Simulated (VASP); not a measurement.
Runs of VASP 6.6.1 on TiO2. It takes space group P4_2/mnm (No. 136, tetragonal). The conventional cell has a = 4.600 Å, b = 4.600 Å, c = 2.959 Å, α = 90.00°, β = 90.00°, γ = 90.00°. Ti (site symmetry mmm) is surrounded by 6 O at 1.95 to 1.98 Å. O (site symmetry m2m) is surrounded by 3 Ti at 1.95 to 1.98 Å. The cell is a database's computed one.

```csv
task,level,cell,cutoff (eV),smearing,gap on the mesh (eV),pressure (GPa),relaxed volume (Å³/atom),largest force (eV/Å)
relaxation of cell and atoms,vdW-DF,relaxed,600,fermi-dirac 0.05 eV,1.79,0.1,10.95,0.01
single point,PBE,as given,520,gaussian 0.013 eV,1.84,4.9,-,0.02
relaxation of cell and atoms,vdW-DF2,relaxed,600,fermi-dirac 0.05 eV,1.71,0.0,11.09,-
relaxation of cell and atoms,rev-vdW-DF2,relaxed,600,fermi-dirac 0.05 eV,1.80,0.0,10.51,-
relaxation of cell and atoms,BEEF-vdW,relaxed,600,fermi-dirac 0.05 eV,1.81,0.0,(b),-
relaxation of cell and atoms,optB88-vdW,relaxed,600,fermi-dirac 0.05 eV,1.80,0.1,10.57,-
relaxation of cell and atoms,vdW-DF-cx,relaxed,600,fermi-dirac 0.05 eV,1.82,0.0,(a),-
relaxation of cell and atoms,optB86b-vdW,relaxed,600,fermi-dirac 0.05 eV,1.81,0.0,10.49,-
```

Alike in all rows: potentials or basis VASP PAW PBE potentials, release 64 (Ti_sv, O); no spin polarisation; k mesh 6 × 6 × 9.

Question: Estimate the missing entries.

Answer: (a) 10.41; (b) 10.76.

Caveats: an odd mesh through Γ misses points on the zone boundary, where band edges often lie; the PAW data sets were made with another functional, which shifts forces and pressure a little (some runs).
